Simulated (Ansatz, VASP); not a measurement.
# SiC (Moissanite) in two plane-wave programs

Aim: how closely do two programs agree when they are given the same cell, functional and k mesh?

Method: plane waves, with VASP 6.6.1 beside it; single point at PBE0, in Ansatz 0.2.0.

### Step 1. Starting point

The structure is hexagonal, space group P6_3mc (No. 186). The conventional cell has a = 3.076 Å, b = 3.076 Å, c = 5.048 Å, α = 90.00°, β = 90.00°, γ = 120.00°. Nearest to Si lie 4 C at 1.88 to 1.90 Å. Nearest to C lie 4 Si at 1.88 to 1.90 Å. Farther neighbours are not listed.

Structure file:

```xyz
4
Lattice="3.0760 0.0000 0.0000 -1.5380 2.6639 0.0000 0.0000 0.0000 5.0480" Properties=species:S:1:pos:R:3 pbc="T T T"
Si    1.5380    0.8880    2.5471
Si    0.0000    1.7759    0.0231
C     1.5380    0.8880    4.4444
C     0.0000    1.7759    1.9204
```

### Step 2. VASP: single point, PBE0

With cell and atoms fixed, the geometry can't cause a difference; cores, projectors, grids and the points listed under the comparison can.

Lines of VASP's logs that name or quote its potential files are left out, and so is its time.

The run reads the wave functions of an earlier VASP run, which isn't shown here.

Input file INCAR:

```
SYSTEM = SiC
PREC = Accurate
ENCUT = 420
EDIFF = 1E-08
NELM = 100
ISMEAR = 0
SIGMA = 0.01
LREAL = .FALSE.
ALGO = Normal
LHFCALC = .TRUE.
AEXX = 0.25
GGA = PE
LASPH = .TRUE.
NBANDS = 14
PRECFOCK = Fast
LORBIT = 11
LWAVE = .TRUE.
LCHARG = .FALSE.
KPAR = 4
```

Input file POSCAR:

```
SiC
1.0
    3.0760000000      0.0000000000      0.0000000000
   -1.5380000000      2.6638941420      0.0000000000
    0.0000000000      0.0000000000      5.0480000000
Si C
2 2
Direct
    0.6666666667      0.3333333333      0.5045819132
    0.3333333333      0.6666666667      0.0045819132
    0.6666666667      0.3333333333      0.8804180868
    0.3333333333      0.6666666667      0.3804180868
```

Input file KPOINTS:

```
Automatic mesh
0
Gamma
6 6 4
0 0 0
```

PAW data sets: Si and C (PBE family, release 64).

Run with:

```
$ mpirun -np 4 vasp_std
```

Numbers of over 12 decimals in the logs are rounded to 6 here.

What it wrote:

```text
[banner, memory and clock lines left out]
running    4 mpi-ranks, on    1 nodes
 distrk:  each k-point on    1 cores,    4 groups
 distr:  one band on    1 cores,    1 groups

 POSCAR found type information on POSCAR SiC
 POSCAR found :  2 types and       4 ions
 LDA part: xc-table for (Slater+PW92), standard interpolation
 found WAVECAR, reading the header
 POSCAR, INCAR and KPOINTS ok, starting setup
 FFT: planning ... GRIDC
 FFT: planning ... GRID_SOFT
 FFT: planning ... GRID
 reading WAVECAR
 the WAVECAR file was read successfully
 initial charge from wavefunction
 entering main loop
       N       E                     dE             d eps       ncg     rms          rms(c)
DAV:   1    -0.369515737456E+02   -0.36952E+02   -0.12292E+00   588   0.916E+00    0.476E+00
DAV:   2    -0.369624674295E+02   -0.10894E-01   -0.40066E-02   738   0.147E+00    0.362E+00
DAV:   3    -0.369587869471E+02    0.36805E-02   -0.26325E-03   732   0.336E-01    0.210E+00
DAV:   4    -0.369578849842E+02    0.90196E-03   -0.93794E-04   702   0.183E-01    0.119E+00
DAV:   5    -0.369576123265E+02    0.27266E-03   -0.11944E-04   744   0.717E-02    0.666E-01
DAV:   6    -0.369575058888E+02    0.10644E-03   -0.29522E-05   708   0.432E-02    0.376E-01
DAV:   7    -0.369574713381E+02    0.34551E-04   -0.14278E-05   708   0.308E-02    0.212E-01
DAV:   8    -0.369574606588E+02    0.10679E-04   -0.37524E-06   726   0.164E-02    0.120E-01
DAV:   9    -0.369574572895E+02    0.33693E-05   -0.10225E-06   720   0.875E-03    0.683E-02
DAV:  10    -0.369574563409E+02    0.94862E-06   -0.38945E-07   720   0.524E-03    0.386E-02
DAV:  11    -0.369574561478E+02    0.19309E-06   -0.14253E-07   732   0.311E-03    0.216E-02
DAV:  12    -0.369574561562E+02   -0.83588E-08   -0.48983E-08   690   0.183E-03
   1 F= -.36957456E+02 E0= -.36957456E+02  d E =-.100796E-12
 writing wavefunctions
```

From OUTCAR (step 2):

```text
ion  position               nearest neighbor table
   1  0.667  0.333  0.505-   4 1.88   4 1.88   4 1.88   3 1.90   2 3.09   2 3.09   2 3.09   2 3.09
                             2 3.09   2 3.09
   2  0.333  0.667  0.005-   3 1.88   3 1.88   3 1.88   4 1.90   1 3.09   1 3.09   1 3.09   1 3.09
                             1 3.09   1 3.09
   3  0.667  0.333  0.880-   2 1.88   2 1.88   2 1.88   1 1.90
   4  0.333  0.667  0.380-   1 1.88   1 1.88   1 1.88   2 1.90

  LATTYP: Found a hexagonal cell.
 ALAT       =     3.0760000000
 C/A-ratio  =     1.6410923277

 Subroutine GETGRP returns: Found 12 space group operations
 (whereof  6 operations were pure point group operations)

The static configuration has the point symmetry C_3v.
 The point group associated with its full space group is C_6v.

 Found     21 irreducible k-points:

   k-points           NKPTS =     21   k-points in BZ     NKDIM =    144   number of bands    NBANDS=     14

   dimension x,y,z NGX =    24 NGY =   24 NGZ =   36
   dimension x,y,z NGXF=    48 NGYF=   48 NGZF=   72

   ENCUT  =  420.0 eV  30.87 Ry    5.56 a.u.   5.14  5.14  8.44*2*pi/ulx,y,z

   NELECT =      16.0000    total number of electrons

 k-points in reciprocal lattice and weights: Automatic mesh
   0.00000000  0.00000000  0.00000000       0.007
   0.16666667  0.00000000  0.00000000       0.042
   0.33333333 -0.00000000  0.00000000       0.042
   0.50000000 -0.00000000  0.00000000       0.021
   0.16666667  0.16666667  0.00000000       0.042
   0.33333333  0.16666667  0.00000000       0.083
   0.33333333  0.33333333  0.00000000       0.014
   0.00000000  0.00000000  0.25000000       0.014
   0.16666667  0.00000000  0.25000000       0.083
[...]
0.33333333  0.16666667  0.50000000       0.083
   0.33333333  0.33333333  0.50000000       0.014

  exchange ACFDT corr.  =         0.00000000  see jH, gK, PRB 81, 115126

 average (electrostatic) potential at core
       1 -76.2885       2 -76.2885       3 -40.5056       4 -40.5056

 E-fermi :   7.3253

 k-point     1 :       0.0000    0.0000    0.0000
  band No.  band energies     occupation
    ...
      4       5.8121      2.00000
      5       5.8122      2.00000
      6       7.1716      2.00000
      7       7.2801      2.00000
      8       7.2801      2.00000
      9      14.0027      0.00000
     10      15.5172      0.00000
     11      15.9295      0.00000
     12      15.9295      0.00000
     13      17.1093      0.00000
    ...

 k-point     2 :       0.1667    0.0000    0.0000
  band No.  band energies     occupation
    ...
      4       3.4489      2.00000
      5       5.0610      2.00000
      6       5.5443      2.00000
      7       6.7776      2.00000
      8       6.9582      2.00000
      9      14.0188      0.00000
     10      16.1019      0.00000
     11      16.4380      0.00000
     12      16.6934      0.00000
     13      16.8033      0.00000
    ...

 k-point     3 :       0.3333   -0.0000    0.0000
  band No.  band energies     occupation
    ...
      4       0.4444      2.00000
      5       2.4346      2.00000
      6       4.0162      2.00000
      7       5.3036      2.00000
      8       6.2670      2.00000
      9      12.3998      0.00000
     10      14.0413      0.00000
     11      16.5376      0.00000
     12      16.7625      0.00000
     13      17.9549      0.00000
    ...

  energy-cutoff  :      420.00
  volume of cell :       41.36
      direct lattice vectors                 reciprocal lattice vectors
     3.076000000  0.000000000  0.000000000     0.325097529  0.187695146  0.000000000
    -1.538000000  2.663894142  0.000000000     0.000000000  0.375390292  0.000000000
     0.000000000  0.000000000  5.048000000     0.000000000  0.000000000  0.198098257

 POSITION                                       TOTAL-FORCE (eV/Angst)
 -----------------------------------------------------------------------------------
      1.53800      0.88796      2.54713        -0.000000      0.000000     -0.017379
     -0.00000      1.77593      0.02313         0.000000     -0.000000     -0.017379
      1.53800      0.88796      4.44435        -0.000000      0.000000      0.017379
     -0.00000      1.77593      1.92035         0.000000      0.000000      0.017379
 -----------------------------------------------------------------------------------
    total drift:                                0.000000     -0.000000      0.001072

  FREE ENERGIE OF THE ION-ELECTRON SYSTEM (eV)
  ---------------------------------------------------
  free  energy   TOTEN  =       -36.9574561562 eV

  energy  without entropy=      -36.9574561562  energy(sigma->0) =      -36.95745616

 total charge
# of ion       s       p       d       tot
------------------------------------------
    1        0.718   0.981   0.000   1.699
    2        0.718   0.981   0.000   1.699
    3        0.840   1.718   0.000   2.557
    4        0.840   1.718   0.000   2.557
--------------------------------------------------
tot          3.116   5.398   0.000   8.513

[... 3 further parts left out ...]
```

### Step 3. Ansatz: single point, PBE0

Ansatz runs on its default PAW (the set named soft_2) files.

The same cell, functional, mesh and smearing now go to Ansatz, which takes its cutoff from its data sets.

Input file input.yaml:

```yaml
crystal:
  lattice:
    - [3.076, 0.0, 0.0]
    - [-1.538, 2.663894142, 0.0]
    - [0.0, 0.0, 5.048]
  atoms:
    - { symbol: Si, position: [0.6666666667, 0.3333333333, 0.5045819132] }
    - { symbol: Si, position: [0.3333333333, 0.6666666667, 0.0045819132] }
    - { symbol: C, position: [0.6666666667, 0.3333333333, 0.8804180868] }
    - { symbol: C, position: [0.3333333333, 0.6666666667, 0.3804180868] }
hamiltonian:
  xc: pbe0
  pseudopotentials: { kind: paw }
kpoints:
  mp_grid: { grid: [6, 6, 4] }
scf:
  occupations: { method: gaussian, width: 0.01 }
  n_extra_bands: 5
output:
  forces: true
  stress: true
  eigenvalues: true
```

Run with:

```
$ ansatz run input.yaml --threads 4 --pin off --max-ram 9216MiB --backend cpu --events-out ev --progress --plain --runs-dir out
```

What it wrote:

```text
Warning: output.stress: scf.convergence.dr2_threshold = 1e-7 eV (the SCF's general default) is looser than the 4e-10 eV advised for a printed stress (1e-10 eV for each atom of the cell: 4). What an SCF threshold leaves in a stress goes as its square root, and in the free energy as the threshold itself, and one threshold admits the most on a small cell: [figures from the program's tests cut] Set scf.convergence.dr2_threshold to 4e-10 eV or tighter. The threshold is an SCF's pass mark: one that does not reach it within its budget of iterations ends unconverged, or closes short of it on a stop that the run arms, and scf.convergence.dr2_threshold's page says what that costs each kind of run
Warning: output.stress: scf.exx.energy_threshold = 1e-6 eV is looser than the 4e-8 eV advised for a stress under a hybrid functional (1e-8 eV for each atom of the cell: 4). Every SCF of the exchange loop can meet its threshold on dr2 while the loop round them stops early: no threshold on dr2 bounds what that leaves in the stress. Set scf.exx.energy_threshold to 4e-8 eV or tighter. The threshold is the loop's pass mark: a loop that does not reach it within its budget of cycles ends unconverged, and scf.exx.energy_threshold's page has the law
scf.n_extra_bands = 5 over 8 filled bands (N_el = 16.0): the run solves 13 bands
Engine: ansatz 0.2.0, aarch64-unknown-linux-gnu
Pseudopotentials: kind: paw
Pseudopotential: Si, paw, valence charge 4, recommended cutoff 420 eV (normal), Si.paw.azcp
Pseudopotential: C, paw, valence charge 4, recommended cutoff 420 eV (normal), C.paw.azcp
Functional definition: PBE0
  parameter a = 0.25
  parameter kappa = 0.804
  parameter beta = 0.066725
  exchange = (1 - a)*pbe_x(kappa = kappa, mu = beta*pi^2/3) + a*exact_x
  correlation = pbe_c(beta = beta)
Crystal: 4 atoms, lattice volume = 41.364 Å³
Basis set: ecut = 420 eV, 785 PW (Γ), exchange–correlation on 48×48×72 points (8 copies of the dense FFT grid, shifted against one another)
Bands: 13, of which v1, the nominal top of the filled ones, is band 8 counted from 1 (7 counted from 0)
Symmetry: 12 space group operations
Space group: P63mc (ITA 186), of the structure as read, at distance tolerance 3.5e-5 Å
k-points: 21 of 144 (time reversal used)
Non-local potential: Si, projectors of the file, l = 0: 2, l = 1: 2, l = 2: 2
Non-local potential: C, projectors of the file, l = 0: 2, l = 1: 2, l = 2: 1
PAW form: soft (Blöchl's): semilocal exchange-correlation on the pseudo side does not see the compensation charge
PAW frozen core: Si, regenerated for the run's functional, and the local potential with it (the file was generated under x = pbe(κ = 0.804, μ = 0.219515), c = pbe(β = 0.066725))
PAW frozen core: C, regenerated for the run's functional, and the local potential with it (the file was generated under x = pbe(κ = 0.804, μ = 0.219515), c = pbe(β = 0.066725))
PAW one-centre angular grid: Si, 110 points (default); XC on 64 Gauss nodes
PAW one-centre angular grid: C, 110 points (default); XC on 64 Gauss nodes
Initial density: superposition of atomic densities (neutral atoms: chi_scale 0, normalization atom), corrected by the library's trained network
Initial wavefunctions: pseudopotential atomic-orbital guess
Functional: x = pbe(κ = 0.804, μ = 0.219515), c = pbe(β = 0.066725), warm-up for x = 0.75 pbe(κ = 0.804, μ = 0.219515) + 0.25 exact, c = pbe(β = 0.066725)
SCF iter   1: F=—  HF=-1774.284636 eV  |F-HF|=—  |Δ(HF+E_count)|=         —  Δρ=2.14e-3  dr2=1.77e-3  ethr=1.77e-3  ⟨swp⟩=8.8  Hψ=1462  notcnv=0
preconditioner: auto → none  [insulator: Δε(μ)=2.252 eV  Ē_g=12.481 eV  σ=0.010 eV  W_gap=1.00  n_scr=2 (ndim 8)  ℏωp=23.1 eV  f_vac=0.000  D(μ)=0.00/eV (n_scr^D=0)]
iter 2 solved again at ethr=7.27e-7 eV; its pass at ethr=1.11e-5 eV (dr2=1.16e-4 eV) is discarded
SCF iter   2: F=-1774.284651 eV  HF=-1774.284588 eV  |F-HF|=6.39e-5  |Δ(HF+E_count)|=   4.84e-5  Δρ=7.67e-4  dr2=1.18e-4  ethr=7.27e-7  ⟨swp⟩=2.1  Hψ=1333  notcnv=0  defer=2
SCF 1 stopped early in 2 iterations: F = -1774.284651 eV  dr2 = 1.18e-4
  greatest PAW one-centre occupation: 0.645 electrons in one spin orbital (limit 2), on the C atom at site 3 (counted from 0), in its partial waves of l = 0
Initial density: handed on by an earlier stage of this run
Initial wavefunctions: those handed on with the density
Functional: x = 0.75 pbe(κ = 0.804, μ = 0.219515) + 0.25 exact, c = pbe(β = 0.066725)
Frozen-core exchange: fock
SCF iter   1: F=—  HF=-1776.025535 eV  |F-HF|=—  |Δ(HF+E_count)|=         —  Δρ=5.34e-3  dr2=7.25e-3  ethr=7.38e-6  ⟨swp⟩=7.1  Hψ=1330  notcnv=0
preconditioner: auto → none  [insulator: Δε(μ)=3.851 eV  Ē_g=15.090 eV  σ=0.010 eV  W_gap=1.00  n_scr=2 (ndim 8)  ℏωp=23.1 eV  f_vac=0.000  D(μ)=0.00/eV (n_scr^D=0)]
SCF iter   2: F=—  HF=-1776.022696 eV  |F-HF|=—  |Δ(HF+E_count)|=   2.84e-3  Δρ=2.50e-3  dr2=1.98e-3  ethr=7.38e-6  ⟨swp⟩=3.1  Hψ=749  notcnv=0  defer=1
SCF iter   3: F=—  HF=-1776.028806 eV  |F-HF|=—  |Δ(HF+E_count)|=   6.11e-3  Δρ=8.23e-4  dr2=3.04e-4  ethr=7.38e-6  ⟨swp⟩=4.2  Hψ=816  notcnv=0  defer=1
SCF iter   4: F=—  HF=-1776.028719 eV  |F-HF|=—  |Δ(HF+E_count)|=   8.69e-5  Δρ=2.21e-4  dr2=3.51e-5  ethr=1.69e-6  ⟨swp⟩=3.0  Hψ=630  notcnv=0
SCF iter   5: F=—  HF=-1776.028834 eV  |F-HF|=—  |Δ(HF+E_count)|=   1.14e-4  Δρ=1.42e-4  dr2=7.72e-6  ethr=1.19e-7  ⟨swp⟩=4.1  Hψ=692  notcnv=0  defer=1
SCF iter   6: F=-1776.028832 eV  HF=-1776.028832 eV  |F-HF|=4.89e-7  |Δ(HF+E_count)|=   2.00e-6  Δρ=3.44e-5  dr2=1.36e-6  ethr=4.25e-8  ⟨swp⟩=2.0  Hψ=445  notcnv=0
SCF 2 stopped early in 6 iterations: F = -1776.028832 eV  dr2 = 1.36e-6
  Residual-converged pass: ⟨swp⟩=4.0  Hψ=733  notcnv=0  max |occ|·‖R‖ = 6.4e-6 eV (tolerance 6.7e-6 eV)  dr2=1.31e-6  dr2_onsite=7.11e-9  max |Δocc| = 0.0e0
  greatest PAW one-centre occupation: 0.646 electrons in one spin orbital (limit 2), on the C atom at site 3 (counted from 0), in its partial waves of l = 0
hybrid outer 1: dexx = +7.632e-3 eV, tail = 8.70e-6 eV
Frozen-core exchange: fock
SCF iter   1: F=—  HF=-1776.028805 eV  |F-HF|=—  |Δ(HF+E_count)|=         —  Δρ=2.37e-5  dr2=1.83e-7  ethr=2.72e-7  ⟨swp⟩=4.8  Hψ=722  notcnv=0
preconditioner: auto → none  [insulator: Δε(μ)=3.887 eV  Ē_g=15.098 eV  σ=0.010 eV  W_gap=1.00  n_scr=2 (ndim 8)  ℏωp=23.1 eV  f_vac=0.000  D(μ)=0.00/eV (n_scr^D=0)]
SCF iter   2: F=—  HF=-1776.028805 eV  |F-HF|=—  |Δ(HF+E_count)|=   4.98e-9  Δρ=8.71e-6  dr2=1.56e-8  ethr=1.08e-9  ⟨swp⟩=3.0  Hψ=574  notcnv=0
SCF iter   3: F=-1776.028805 eV  HF=-1776.028805 eV  |F-HF|=2.61e-10  |Δ(HF+E_count)|=   4.86e-8  Δρ=2.07e-6  dr2=9.02e-10  ethr=4.85e-11  ⟨swp⟩=4.1  Hψ=774  notcnv=0  defer=3
SCF 3 converged in 3 iterations: F = -1776.028805 eV  dr2 = 9.02e-10
  Residual-converged pass: ⟨swp⟩=3.0  Hψ=584  notcnv=0  max |occ|·‖R‖ = 6.1e-7 eV (tolerance 6.3e-7 eV)  dr2=8.97e-10  dr2_onsite=2.52e-11  max |Δocc| = 0.0e0
hybrid outer 2: dexx = +8.490e-8 eV, tail = 3.81e-9 eV, Δε = 1.10e-3 eV (about 2.87e-5 eV left of the loop's levels), ΔF = 4.36e-4 eV/Å (tail 1.18e-4)
hybrid SCF converged: 2 outer / 9 inner (+2 warm-up), last move |dexx| = 8.49e-8 eV, tail = 3.81e-9 eV
Stability not checked: this state was not tested for a lower state beside it, because the functional holds exact exchange (a hybrid, or Hartree-Fock), whose exchange loop this test does not read (fock_operator; see scf.lower_state_search)
Free energy (F): -1776.028805 eV
Frozen-core exchange: fock
Harris-Foulkes:  -1776.028805 eV  (|F-HF|=2.61e-10)
Internal energy: -1776.028805 eV  (E = F + TS)
E sigma→0 (E₀):  -1776.028805 eV
Fermi energy:    10.611529 eV
--- Per-component energies (eV) ---
  E_band       = 31.872876
  E_kinetic    = 271.733042
  E_local      = -208.484867  (includes V_loc(G=0)·N_el)
  E_nonlocal   = 101.081600
  E_hartree    = 65.277620
  E_xc         = -163.784752
  E_vxc        = -170.195063  (∫ρ·V_xc dr)
  E_exx        = -37.008549  (= α·E_x^exact, valence–valence)
  E_paw        = -1235.861448  (= ΣΔE_a)
  E_vpaw       = -18.799732  (= ΣTr[D̂ρ^β])
  E_aug_tail   = 0.000027  (compensation charges beyond the density's cutoff)
  E_ewald      = -568.833864
  E_core_change = -0.147613  (= ΣΔE_core)
  E_smearing   = -0.000000  (= −TS)
  E_closure    = -0.000000  (closes the sum)
  Σ components = -1776.028805   (vs F -1776.028805, Δ=0.00e0)
--- Forces (eV/Å), atoms counted from 1 ---
  atom   1  Si    -0.00000000     0.00000000    -0.01853387
  atom   2  Si    -0.00000000    -0.00000000    -0.01853387
  atom   3  C     -0.00000000     0.00000000     0.01852261
  atom   4  C     -0.00000000    -0.00000000     0.01852261
  max |Σ_I F_I| component: 2.25e-5 eV/Å
--- Stress (GPa, compression-positive) ---
       -1.305383       0.000000       0.000000
        0.000000      -1.305383       0.000000
        0.000000       0.000000      -1.689427
  P = ⅓ Tr σ = -1.4334 GPa (-14.334 kbar)
--- Band table (eV; the first three rows and the last of 21) ---
  k-point 0: bands = [... 4 lower, 7.2074, 8.5588, 8.6682, 8.6682, 15.3703, 16.8822, 17.3169, 17.3169, ... 1 higher]
  k-point 1: bands = [... 4 lower, 7.3927, 7.3927, 8.4204, 8.4204, 15.6688, 17.4414, 17.4414, 17.7112, ... 1 higher]
  k-point 2: bands = [... 4 lower, 7.8756, 7.8756, 7.8756, 7.8756, 16.5258, 16.5258, 18.0406, 18.0406, ... 1 higher]
  k-point 20: bands = [... 4 lower, 2.4865, 2.4865, 6.7653, 6.7653, 15.6075, 15.6075, 16.6115, 16.6115, ... 1 higher]
```

It took 6.6 s on 4 threads of Arm Neoverse V2, shared host; peak memory 0.89 GiB; 22 s of CPU time.

Reading the cycles: dr2 is the Hartree energy of the density residual (eV), the measure of convergence; HF is the Harris–Foulkes estimate of the energy, which meets the free energy F at convergence.

The run ends at a pressure of -1.43 GPa, with forces up to 0.019 eV/Å.

### Step 4. Differences

Known differences besides the potentials themselves: exact exchange at q = 0 is treated differently, which shows on coarse meshes; VASP keeps PBE cores, Ansatz makes them for the functional; VASP takes a coarser grid for exact exchange (PRECFOCK = Fast). Total energies have different zeros and are not compared.

Both answers:

| quantity | Ansatz | VASP | difference |
| --- | --- | --- | --- |
| gap on the k mesh (eV) | 3.887 | 3.906 | -0.020 |

A gap on the mesh is an upper bound, since the band edges may lie between its points.

### Step 5. What came out

| Item | Value |
| --- | --- |
| difference in gap on the k mesh (single point, PBE0) | -0.020 eV |

**Reading.** The difference in gap on the k mesh is -0.020 eV (single point, PBE0), within the 0.08 eV picked in this series as the mark of a large difference. How closely two codes agree says nothing of how well the functional describes the real material.

[Lines on the potential files, build, host, timing and source positions are cut from VASP's logs without a mark.]

[Logs are printed without paths, hosts, clocks, repeated set-up lines and the standing remarks that a program may print on its own settings, such as how far it seeks lower states.]

[Hosts, paths, dates, database ids (printed as entryN), source tags and the programs' standing remarks are cut or masked in the printed files.]
